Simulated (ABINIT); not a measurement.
MoS2: relaxation of cell and atoms with PW91

The system is MoS2, a slab with vacuum.

```
Mo S
1.0
     3.18413    0.00000    0.00000
    -1.59206    2.75753    0.00000
     0.00000    0.00000   17.33460
Mo S
1 2
Cartesian
  0.0000 0.0000 0.0000
  0.0000 1.8384 15.7833
  0.0000 1.8384 1.5513
```

```
Program                     : ABINIT 10.8.3 (patched build)
Task                        : relaxation of cell and atoms
Functional                  : PW91
Potentials or basis         : JTH PAW PBE v2.0
Cutoff                      : 653 eV
k mesh                      : 6 × 6 × 1
Occupations                 : fermi-dirac, width 0.05 eV
Spin                        : no spin polarisation
Cell freedom (optcell)      : 2
Cutoff smearing ecutsm (Ha) : 0.5
Optimiser (ionmov)          : 22
Force stop (Ha/bohr)        : 0.0001
Fine-grid cutoff            : 1251.72 eV
```

```
Relaxed volume                                        : 50.99 Å³/atom
Relaxed cell                                          : a = 3.188 Å, b = 3.188 Å, c = 17.376 Å, α = 90.00°, β = 90.00°, γ = 120.00°
Space group after relaxing (to 0.05 Å)                : P-6m2 (No. 187)
Energy gained by relaxing                             : 1.1 meV/atom
Ionic steps                                           : 4
Band gap on the k mesh                                : 1.64 eV, indirect (least direct gap 1.66 eV)
Valence electrons inside the program's atomic spheres : Mo 11.25; S 3.59
```

The path:
| step | energy change (eV) | largest force (eV/Å) | pressure (GPa) | volume (Å³) |
| --- | --- | --- | --- | --- |
| 1 | 0.0000 | 0.2333 | 0.55 | 152.20 |
| 2 | -0.0017 | 0.1546 | 0.36 | 152.46 |
| 3 | -0.0032 | 0.0052 | 0.02 | 152.95 |
| 4 | -0.0032 | 0.0015 | 0.01 | 152.97 |

Final structure:
```xyz
3
Lattice="3.1884 0.0000 0.0000 -1.5942 2.7612 0.0000 0.0000 0.0000 17.3757" Properties=species:S:1:pos:R:3 pbc="T T T"
Mo    0.0000    0.0000    0.0000
S     0.0000    1.8408   15.8134
S     0.0000    1.8408    1.5623
```

Levels at points of the mesh, in eV from the valence-band top:
| k point | band 9 | band 10 | band 11 | band 12 | band 13 | band 14 | band 15 | band 16 | band 17 |
| --- | --- | --- | --- | --- | --- | --- | --- | --- | --- |
| (0.00, 0.00, 0.00) | -2.60 | -1.76 | -1.51 | -1.51 | 0.00 | 2.74 | 2.74 | 2.97 | 2.97 |
| (0.50, 0.00, 0.00) | -4.03 | -3.15 | -1.86 | -0.99 | -0.62 | 2.21 | 2.72 | 3.85 | 4.27 |

Run time: 4.9 min on 1 thread of Arm Neoverse V1 (shared host), peak memory 0.23 GiB.

Caveat: the PAW data sets were made with another functional, which shifts forces and pressure a little. Expect the measured gap to be larger: semilocal functionals such as PW91 lack the derivative discontinuity.
